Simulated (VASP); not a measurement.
Write the native input for VASP 6.6.1 that does the following.

* Task: relaxation of the atoms
* Functional: r2SCAN
* Potentials or basis: VASP PAW PBE potentials, release 64 (K_sv, I)
* Cutoff: 600 eV
* k mesh: 8 × 8 × 8
* Occupations: gaussian, width 0.03 eV
* Spin: no spin polarisation
* Further INCAR settings: ALGO = Normal; EDIFF = 1e-07; IBRION = 2; EDIFFG = -0.01; NSW = 40

The structure of KI lies in POSCAR:

```
KI                                      
1.0
   -0.0000000000      3.6185572568      3.6185572568
    3.6185572568      0.0000000000      3.6185572568
    3.6185572568      3.6185572568      0.0000000000
  K               I             
     1     1
Direct
     0.0000000000000000    0.0000000000000000    0.0000000000000000
     0.5000000000000000    0.5000000000000000    0.5000000000000000
```

The cell isn't the ideal one: a relaxed cell with its volume scaled by 1.06.

The input as run:

INCAR

```
SYSTEM = KI
ALGO = Normal
EDIFF = 1E-7
EDIFFG = -0.01
ENCUT = 600
IBRION = 2
ISIF = 2
ISMEAR = 0
LASPH = .True.
LCHARG = .False.
LMIXTAU = .True.
LREAL = .False.
LWAVE = .False.
METAGGA = R2SCAN
NELM = 80
NSW = 40
PREC = Accurate
SIGMA = 0.03
```

KPOINTS

```
k-points
0
Gamma
  8 8 8
  0 0 0
```

Potentials or basis: VASP PAW PBE potentials, release 64 (K_sv, I).

Command:

```console
$ cat potpaw_PBE.64/K_sv/POTCAR potpaw_PBE.64/I/POTCAR > POTCAR
$ mpirun -np 1 vasp_std > vasp.out
```

Results of the run:

```yaml
Pressure_after_relaxing: -0.6 GPa
Band_gap_on_the_k_mesh: 4.43 eV, direct
```

Caveat: the relaxation stopped at its first step, so nothing moved; the PAW data sets were made with another functional, which shifts forces and pressure a little; spin-orbit coupling is left out, which moves the levels of the heavy elements.

Wall time 2.7 min on 1 thread of Intel(R) Xeon(R) Platinum 8559C (Emerald Rapids) (shared host), peak memory 0.3 GiB.
